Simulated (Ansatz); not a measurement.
# CoO (F-43m) in Ansatz: notebook

Runs on CoO. Level: PBE. Tasks: single point.

All numbers are computed with Ansatz 0.2.0; they aren't measurements. Logs are shortened: lines on timing, memory, paths and dates and some standing lists are left out, and cuts for length are marked.

### Step 1. The crystal as given

It takes space group F-43m (No. 216, cubic). The conventional cell has a = 4.687 Å, b = 4.687 Å, c = 4.687 Å, α = 90.00°, β = 90.00°, γ = 90.00°. Co (site symmetry -43m) is surrounded by 4 O at 2.03 Å. Around O (site symmetry -43m) lie 4 Co at 2.03 Å.

Measurements of this composition are mostly on another form, of space group No. 225.

### Step 2. Single point, PBE, collinear spin, ferromagnetic start

The input, input.yaml:

```yaml
crystal:
  lattice:
    - [0.0, 2.34364184, 2.34364184]
    - [2.34364184, 0.0, 2.34364184]
    - [2.34364184, 2.34364184, 0.0]
  atoms:
    - { symbol: Co, position: [0.0, 0.0, 0.0], spin: 2.0 }
    - { symbol: O, position: [0.25, 0.25, 0.25] }
hamiltonian:
  xc: pbe
  pseudopotentials: { kind: paw }
magnetization:
  spin_polarized: true
kpoints:
  mp_grid: { grid: [10, 10, 10] }
scf:
  occupations: { method: gaussian, width: 0.026 }
output:
  forces: true
  stress: true
  eigenvalues: true
  write_density: true
  write_potential: true
  elf: true
  volumetric_format: npy
```

Potentials or basis: Ansatz PAW.

Command:

```
$ ansatz run input.yaml --threads 2 --pin off --max-ram 5632MiB --backend cpu --events-out ev --progress --plain --runs-dir out
```

The program printed:

```text
Warning: RAYON_NUM_THREADS=2 ignored (pool sized by the plan → 2); use --threads N
Engine: ansatz 0.2.0, x86_64-unknown-linux-gnu
Pseudopotentials: kind: paw
Pseudopotential: Co, paw, valence charge 17, recommended cutoff 420 eV (normal), Co.paw.azcp
Pseudopotential: O, paw, valence charge 6, recommended cutoff 420 eV (normal), O.paw.azcp
Functional definition: PBE
  parameter kappa = 0.804
  parameter beta = 0.06672455060314922
  exchange = pbe_x(kappa = kappa, mu = beta*pi^2/3)
  correlation = pbe_c(beta = beta)
Crystal: 2 atoms, lattice volume = 25.746 Å³
Basis set: ecut = 420 eV, 531 PW (Γ), exchange–correlation on 48×48×48 points (8 copies of the dense FFT grid, shifted against one another)
Bands: 17, of which v1, the nominal top of the filled ones, is band 12 counted from 1 (11 counted from 0)
Symmetry: 24 space group operations
Space group: F-43m (ITA 216), of the structure as read, at distance tolerance 3.0e-5 Å
Magnetic group: BNS 216.74 (UNI 1576), of the structure as read, at distance tolerance 3.0e-5 Å
k-points: 47 of 1000 (time reversal used)
Non-local potential: Co, projectors of the file, l = 0: 3, l = 1: 2, l = 2: 3, l = 3: 1
Non-local potential: O, projectors of the file, l = 0: 2, l = 1: 2, l = 2: 1
PAW form: soft (Blöchl's): semilocal exchange-correlation on the pseudo side does not see the compensation charge
PAW one-centre angular grid: Co, 590 points (default); XC on 64 Gauss nodes
PAW one-centre angular grid: O, 110 points (default); XC on 64 Gauss nodes
Initial density: superposition of atomic densities (chi_scale 0.1, normalization cell, long waves kept (reshape's long-wave potential 0.00 eV rms))
Starting moments: Σ|m| = 2 μB on 1 of 2 sites
Initial wavefunctions: pseudopotential atomic-orbital guess
Functional: x = pbe(κ = 0.804, μ = 0.2195149727645171), c = pbe(β = 0.06672455060314922)
SCF iter   1: F=—  HF=-5691.617122 eV  |F-HF|=—  |Δ(HF+E_count)|=         —  Δρ=1.13e-1 (↑1.13e-1 ↓8.17e-2)  dr2=6.52e0  dr2_m=3.31e-1  M=2.347 μB ∫|m|=2.347 μB  β_m=0.30  ethr=3.10e-3  ⟨swp⟩=5.0  Hψ=7280  notcnv=0
Mixer restart at iter 1: flushing history
preconditioner: auto → none  [metal: Δε(μ)=0.019 eV  Ē_g=11.915 eV  σ=0.026 eV  W_gap=0.39  n_scr=8 (ndim 8)  ℏωp=28.3 eV  f_vac=0.000  D(μ)=2.82/eV (n_scr^D=50)  sad-step TF]
SCF iter   2: F=—  HF=-5692.173121 eV  |F-HF|=—  |Δ(HF+E_count)|=   5.56e-1  Δρ=8.66e-2 (↑8.66e-2 ↓6.66e-2)  dr2=6.57e-1  dr2_m=1.23e0  M=2.933 μB ∫|m|=2.933 μB  β_m=0.39  ethr=3.10e-3  ⟨swp⟩=2.9  Hψ=4062  notcnv=0  defer=119
SCF iter   3: F=—  HF=-5692.291618 eV  |F-HF|=—  |Δ(HF+E_count)|=   1.18e-1  Δρ=6.51e-2 (↑4.17e-2 ↓6.51e-2)  dr2=1.37e-1  dr2_m=6.08e-1  M=3.002 μB ∫|m|=3.003 μB  β_m=0.63  ethr=2.86e-3  ⟨swp⟩=2.2  Hψ=2810  notcnv=0  defer=106
SCF iter   4: F=—  HF=-5692.261113 eV  |F-HF|=—  |Δ(HF+E_count)|=         —  Δρ=2.53e-2 (↑2.53e-2 ↓1.67e-2)  dr2=4.15e-2  dr2_m=9.45e-2  M=3.000 μB ∫|m|=3.003 μB  β_m=0.63  ethr=5.97e-4  ⟨swp⟩=2.5  Hψ=3534  notcnv=0  defer=107
Mixer restart at iter 4: flushing history
SCF iter   5: F=—  HF=-5692.306678 eV  |F-HF|=—  |Δ(HF+E_count)|=   4.56e-2  Δρ=1.29e-2 (↑2.75e-3 ↓1.29e-2)  dr2=1.38e-2  dr2_m=1.28e-2  M=2.997 μB ∫|m|=3.000 μB  β_m=0.71  ethr=1.80e-4  ⟨swp⟩=2.5  Hψ=3147  notcnv=0  defer=105
SCF iter   6: F=—  HF=-5692.315118 eV  |F-HF|=—  |Δ(HF+E_count)|=   8.44e-3  Δρ=8.93e-3 (↑8.93e-3 ↓7.32e-3)  dr2=3.27e-2  dr2_m=2.12e-3  M=2.991 μB ∫|m|=2.994 μB  β_m=0.60  ethr=6.00e-5  ⟨swp⟩=3.0  Hψ=3391  notcnv=0  defer=105
SCF iter   7: F=—  HF=-5692.308886 eV  |F-HF|=—  |Δ(HF+E_count)|=   6.23e-3  Δρ=2.99e-3 (↑1.95e-3 ↓2.99e-3)  dr2=3.38e-3  dr2_m=3.22e-4  M=2.997 μB ∫|m|=3.000 μB  β_m=0.54  ethr=6.00e-5  ⟨swp⟩=2.5  Hψ=3859  notcnv=0  defer=111
SCF iter   8: F=—  HF=-5692.309301 eV  |F-HF|=—  |Δ(HF+E_count)|=   4.14e-4  Δρ=1.63e-3 (↑3.38e-4 ↓1.63e-3)  dr2=2.05e-4  dr2_m=1.90e-4  M=2.993 μB ∫|m|=2.995 μB  β_m=0.77  ethr=1.47e-5  ⟨swp⟩=2.2  Hψ=2710  notcnv=0  defer=111
SCF iter   9: F=—  HF=-5692.309552 eV  |F-HF|=—  |Δ(HF+E_count)|=   2.51e-4  Δρ=3.30e-4 (↑2.35e-4 ↓3.30e-4)  dr2=4.69e-6  dr2_m=1.42e-5  M=2.991 μB ∫|m|=2.993 μB  β_m=0.88  ethr=8.90e-7  ⟨swp⟩=2.5  Hψ=2590  notcnv=0  defer=111
SCF iter  10: F=—  HF=-5692.309700 eV  |F-HF|=—  |Δ(HF+E_count)|=   1.48e-4  Δρ=5.00e-5 (↑3.18e-5 ↓5.00e-5)  dr2=1.84e-7  dr2_m=3.22e-7  M=2.990 μB ∫|m|=2.992 μB  β_m=0.94  ethr=2.04e-8  ⟨swp⟩=2.0  Hψ=2678  notcnv=0  defer=111
SCF iter  11: F=—  HF=-5692.309700 eV  |F-HF|=—  |Δ(HF+E_count)|=   3.01e-7  Δρ=7.13e-6 (↑1.45e-6 ↓7.13e-6)  dr2=1.17e-8  dr2_m=2.14e-9  M=2.990 μB ∫|m|=2.992 μB  β_m=0.97  ethr=8.00e-10  ⟨swp⟩=2.0  Hψ=2440  notcnv=0  defer=111
SCF iter  12: F=-5692.309700 eV  HF=-5692.309700 eV  |F-HF|=8.35e-10  |Δ(HF+E_count)|=  7.32e-10  Δρ=1.40e-6 (↑1.14e-6 ↓1.40e-6)  dr2=8.70e-10  dr2_m=1.96e-11  M=2.990 μB ∫|m|=2.992 μB  ethr=5.07e-11  ⟨swp⟩=7.9  Hψ=9332  notcnv=0
SCF 1 converged in 12 iterations: F = -5692.309700 eV  dr2 = 8.70e-10
SCF converged after 12 iterations
Magnetization: 2.9897 μB (12.9949 up, 10.0051 down)
Absolute magnetization: 2.9922 μB (∫|ρ↑−ρ↓|, with the PAW one-centre terms)
Spin contamination: 0.0089 ħ² per cell (⟨S²⟩ above its minimum at these occupations)
Per-site moments (μB) at R_I (Å): [(2.417184683401173, 0.8372320154599933), (0.33880371574355383, 0.8372320154599933)]
Free energy (F): -5692.309700 eV
Harris-Foulkes:  -5692.309700 eV  (|F-HF|=8.35e-10)
Internal energy: -5692.309489 eV  (E = F + TS)
E sigma→0 (E₀):  -5692.309594 eV
Entropy (-TS):   -0.000211 eV (-0.106 meV/atom)
Fermi energy:    9.117878 eV
--- Per-component energies (eV) ---
  E_band       = -405.310387
  E_kinetic    = 614.816524
  E_local      = -4039.202351  (includes V_loc(G=0)·N_el)
  E_nonlocal   = 512.636370
  E_hartree    = 1663.169755
  E_xc         = -227.439879
  E_vxc        = -292.107517  (∫ρ·V_xc dr)
  E_paw        = -1676.192678  (= ΣΔE_a)
  E_vpaw       = -527.793338  (= ΣTr[D̂ρ^β])
  E_aug_tail   = 0.002429  (compensation charges beyond the density's cutoff)
  E_ewald      = -2540.099658
  E_smearing   = -0.000211  (= −TS)
  E_closure    = -0.000000  (closes the sum)
  Σ components = -5692.309700   (vs F -5692.309700, Δ=0.00e0)
--- Forces (eV/Å), atoms counted from 1 ---
  atom   1  Co     0.00000000     0.00000000    -0.00000000
  atom   2  O     -0.00000000    -0.00000000     0.00000000
  max |Σ_I F_I| component: 9.02e-17 eV/Å
--- Stress (GPa, compression-positive) ---
      -12.236721       0.000000      -0.000000
        0.000000     -12.236721       0.000000
       -0.000000       0.000000     -12.236721
  P = ⅓ Tr σ = -12.2367 GPa (-122.367 kbar)
--- Band table (eV; the first three rows and the last of 94) ---
  k-point 0 ↑: bands = ["-87.4050", "-50.6764", "-50.6764", "-50.6764", "-9.9955", "3.6627", "3.6627", "3.6627", "7.0057", "7.0057", "9.0957", "9.1498", "9.1498", "9.1498", "22.3797", "22.3797", "22.3797"]
  k-point 1 ↑: bands = ["-87.4049", "-50.6775", "-50.6766", "-50.6766", "-9.9497", "3.5395", "3.6975", "3.6975", "6.9852", "6.9852", "8.6345", "9.0995", "9.0995", "9.7950", "21.4678", "22.4432", "22.4432"]
  k-point 2 ↑: bands = ["-87.4046", "-50.6804", "-50.6770", "-50.6770", "-9.8284", "3.2874", "3.7871", "3.7871", "6.9474", "6.9474", "8.0561", "8.9560", "8.9560", "10.8321", "19.7051", "22.4817", "22.4817"]
  k-point 46 ↓: bands = ["-84.3751", "-47.7255", "-47.7221", "-47.7197", "-8.7482", "4.0348", "4.6889", "5.2758", "8.7560", "8.9751", "9.1227", "10.1700", "10.4766", "16.4364", "18.8728", "19.4070", "20.4180"]
```

Run time: 6 s. Hardware: 2 threads of Intel Xeon at 2.70GHz, shared host; peak memory 0.36 GiB.

What came out:

```yaml
Free_energy: -5692.3097 eV
Pressure: -12.2 GPa
Band_gap_on_the_k_mesh: none (metal or under the smearing width)
Net_moment: 2.99 μB per cell
Absolute_moment: 2.99 μB per cell
Site_moments: Co +2.42; O +0.34 μB
```

Caveat: the pressure holds a Pulay correction of +0.6 GPa for the finite cutoff; a cell with one magnetic atom can't hold antiferromagnetic order, which such compounds often take; semilocal functionals often make such compounds metallic where correlation or magnetic order opens a gap, which also shifts bond lengths. With open d or f shells a metallic result of PBE can be an artefact of self-interaction; +U or a hybrid may open a gap.

### Step 3. Single point, PBE, collinear spin, ferromagnetic start

Changes to input.yaml since step 2:

```diff
@@ -16,3 +16,3 @@
 scf:
-  occupations: { method: gaussian, width: 0.026 }
+  occupations: { method: gaussian, width: 0.027 }
 output:
```

Potentials or basis: Ansatz PAW.

Command:

```
$ ansatz run input.yaml --threads 2 --pin off --max-ram 5632MiB --backend cpu --events-out ev --progress --plain --runs-dir out
```

It took 5.8 s on 2 threads of Intel Xeon at 2.70GHz, shared host; peak memory 0.36 GiB.

The run converged. Its results:

```
Free energy            : -5692.3097 eV
Pressure               : -12.2 GPa
Band gap on the k mesh : none (metal or under the smearing width)
Net moment             : 2.99 μB per cell
Absolute moment        : 2.99 μB per cell
Site moments           : Co +2.42; O +0.34 μB
```

Levels at points of the mesh, in eV from the Fermi level:
Spin up:
```csv
k point,band 10,band 11,band 12,band 13,band 14,band 15,band 16,band 17
"(0.00, 0.00, 0.00)",-2.11,-0.02,0.03,0.03,0.03,13.26,13.26,13.26
"(0.00, 0.00, -0.50)",-2.11,-2.11,-0.67,-0.67,5.18,6.54,12.79,12.79
"(0.00, -0.50, -0.50)",-1.86,-1.82,-1.82,-1.52,4.88,8.83,10.61,13.18
```
Spin down:
| k point | band 8 | band 9 | band 10 | band 11 | band 12 | band 13 |
| --- | --- | --- | --- | --- | --- | --- |
| (0.00, 0.00, 0.00) | -4.12 | -0.34 | -0.34 | 0.55 | 2.53 | 2.53 |
| (0.00, 0.00, -0.50) | -3.96 | -0.13 | -0.13 | 0.50 | 1.77 | 1.77 |
| (0.00, -0.50, -0.50) | -3.77 | -0.31 | -0.04 | 0.10 | 1.13 | 1.13 |

Caveat: the pressure holds a Pulay correction of +0.6 GPa for the finite cutoff; a cell with one magnetic atom can't hold antiferromagnetic order, which such compounds often take; semilocal functionals often make such compounds metallic where correlation or magnetic order opens a gap, which also shifts bond lengths.
